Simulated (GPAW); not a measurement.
GaSb: band structure with revPBE

**Experimental background.**

From a printed reference work, data compilation, for a bulk crystal of GaSb at 4.2 K: band gap 0.811 eV (direct).

The system is GaSb.

```
Sb Ga
1.0
     0.00000    3.05900    3.05900
     3.05900    0.00000    3.05900
     3.05900    3.05900    0.00000
Sb Ga
1 1
Cartesian
  1.5295 1.5295 1.5295
  0.0000 0.0000 0.0000
```

```yaml
Program: GPAW 26.7.0
Task: band structure
Functional: revPBE
Potentials_or_basis: the program's PAW data sets (release 1.2.1) made for this functional
Cutoff: 600 eV
Basis: pw
k_mesh: 6 × 6 × 6
Occupations: fermi-dirac, width 0.05 eV
Spin: spin-orbit coupling, no magnetisation
Maxiter: 150
Band_path: GXWKGLUWLK,UX
Band_points: 60
spin_axis_theta_degrees: 0
spin_axis_phi_degrees: 0
Soc_after_scf: second variation
```

```json
{
 "Pressure": "3.5 GPa",
 "Band gap along the path": "none (metal or under the smearing width)"
}
```

Levels at the corners of the path, in eV from the Fermi level:
```csv
point,band 14,band 15,band 16,band 17,band 18,band 19,band 20,band 21,band 22,band 23
Γ,-0.80,-0.10,-0.10,-0.01,-0.01,-0.01,-0.01,2.41,2.41,2.64
X,-7.01,-2.97,-2.97,-2.69,-2.69,0.73,0.73,1.08,1.08,8.33
W,-6.81,-3.81,-3.45,-3.34,-3.32,3.24,3.67,4.14,4.17,4.20
K,-6.77,-3.97,-3.75,-2.45,-2.42,1.21,1.24,3.61,3.76,6.30
Γ,-0.80,-0.10,-0.10,-0.01,-0.01,-0.01,-0.01,2.41,2.41,2.64
L,-6.57,-1.65,-1.65,-1.20,-1.20,0.24,0.24,3.47,3.47,3.60
U,-6.77,-3.97,-3.75,-2.45,-2.42,1.21,1.24,3.61,3.76,6.30
W,-6.81,-3.81,-3.45,-3.34,-3.32,3.24,3.67,4.14,4.17,4.20
L,-6.57,-1.65,-1.65,-1.20,-1.20,0.24,0.24,3.47,3.47,3.60
K,-6.77,-3.97,-3.75,-2.45,-2.42,1.21,1.24,3.61,3.76,6.30
U,-6.77,-3.97,-3.75,-2.45,-2.42,1.21,1.24,3.61,3.76,6.30
X,-7.01,-2.97,-2.97,-2.69,-2.69,0.73,0.73,1.08,1.08,8.33
```

Run time: 19 s on 1 thread of Intel(R) Xeon(R) 6975P-C (Granite Rapids), with other jobs on the host, peak memory 0.28 GiB.

Measured gap of GaSb: 0.811 eV (direct; 4.2 K; a printed reference work, data compilation). This calculation gives 0.00 eV (-0.81 eV). The value is that of revPBE, without temperature or zero-point motion. Semilocal functionals fall short of measured gaps as a rule.

Caveat: spin-orbit coupling was added after a scalar SCF, so levels and gaps hold it while energy, forces, pressure and moments don't; this program's spin-orbit splittings come out too wide for heavy elements; this crystal is a semiconductor, whose small gap the functional closes, so the metal is an error of the method.
